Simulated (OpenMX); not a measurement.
## TiO2 under changes of volume

One of the cells (18.436 Å³/atom); the others are scaled copies at fixed shape and fractional positions:

```
CELL_PARAMETERS angstrom
1.50725 0.87021 7.02778
-1.50725 0.87021 7.02778
0.00000 -1.74042 7.02778
ATOMIC_POSITIONS crystal
Ti 0.00000 0.00000 0.00000
O 0.37953 0.37953 0.37953
O 0.62047 0.62047 0.62047
```

Measurements of this composition are mostly on another form, of space group No. 141.

```yaml
Program: OpenMX 3.8.5
Functional: PBE
Potentials_or_basis: OpenMX 2013 PBE set, Ti7.0-s3p2d2, O6.0-s2p2d1, fixed grid of 30 × 30 × 30 points
k_mesh: 11 × 11 × 11
Occupations: fermi-dirac, width 0.05 eV
Spin: no spin polarisation
```

| volume (Å³/atom) | energy over the lowest point (meV/atom) | gap on the mesh (eV) | largest force (eV/Å) |
| --- | --- | --- | --- |
| 16.990 | 37.15 | 2.34 | 1.307 |
| 17.351 | ? | ? | ? |
| 17.713 | 6.75 | 2.13 | 0.682 |
| 18.436 | 0.00 | 1.92 | 0.174 |
| 18.797 | 4.10 | 1.82 | 0.064 |
| 19.159 | 12.38 | 1.72 | 0.260 |

Question: What does the run at 17.351 Å³/atom give?

Answer: Energy over the lowest point 18.64 meV/atom; gap on the mesh 2.23 eV; largest force 0.985 eV/Å.

Worked out: A Birch-Murnaghan fit of order 3 (a polynomial in V^(-2/3)) to the other rows has its minimum at 18.30 Å³/atom with B0 = V·E''(V) = 111 GPa and B' = 4.5 at fixed shape and positions, which overstates the stiffness. It gives 18.67 meV/atom at 17.351 Å³/atom, against the run's 18.64. A straight line through the other rows of the gap, of slope -5.17 eV per unit of ln V, gives 2.23 eV, against the run's 2.23.

Energies are extrapolated to zero smearing.

Caveats: an odd mesh through Γ misses points on the zone boundary, where band edges often lie; the basis of atomic orbitals isn't converged, which shifts pressures, moduli and gaps; forces of over 1 eV/Å show positions far from the minimum, so gaps and moduli don't describe the material at rest (some runs).
